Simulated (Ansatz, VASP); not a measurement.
## Rb in VASP and in Ansatz

Contents of INCAR:

```
SYSTEM = Rb
ALGO = Normal
EDIFF = 1E-6
ENCUT = 520
GGA = PS
ISIF = 2
ISMEAR = -1
LASPH = .True.
LCHARG = .False.
LREAL = .False.
LWAVE = .False.
NBANDS = 10
NELM = 80
PREC = Accurate
SIGMA = 0.1
```

KPOINTS

```
k-points
0
Gamma
  9 9 9
  0 0 0
```

The input POSCAR:

```
Rb
1.0
    3.7928291730      0.0000000000      0.0000000000
    0.0000000000      3.7928291730      0.0000000000
    0.0000000000      0.0000000000      3.7928291730
Rb
1
Direct
    0.0000000000      0.0000000000      0.0000000000
```

Input for Ansatz:

```yaml
crystal:
  lattice:
    - [3.792829173, 0.0, 0.0]
    - [0.0, 3.792829173, 0.0]
    - [0.0, 0.0, 3.792829173]
  atoms:
    - { symbol: Rb, position: [0.0, 0.0, 0.0] }
kpoints:
  mp_grid: { grid: [9, 9, 9] }
scf:
  occupations: { method: fermi_dirac, width: 0.1 }
hamiltonian:
  xc: pbesol
  pseudopotentials: { kind: all_electron, lapw: { basis_error: 0.001 } }
output:
  forces: true
  stress: true
  eigenvalues: true
  populations: true
```

Change from the starting cell: volume scaled by 0.58, LAPW.

Alike in both runs: task single point; functional PBEsol; k mesh 9 × 9 × 9; occupations fermi-dirac, width 0.1 eV; no spin polarisation.

```csv
,VASP,Ansatz
version,VASP 6.6.1,Ansatz 0.2.0
potentials or method,"VASP PAW PBE potentials, release 64 (Rb_sv)","all-electron LAPW, scalar-relativistic"
plane-wave cutoff (eV),520,see its input
```

```tsv
	VASP	Ansatz	Ansatz less VASP
pressure (GPa)	3.2	3.2	-0.02
```

Ansatz ran all-electron here, so the differences hold the error of VASP's frozen core and of both bases.

Caveats: the PAW data sets were made with another functional, which shifts forces and pressure a little (VASP).
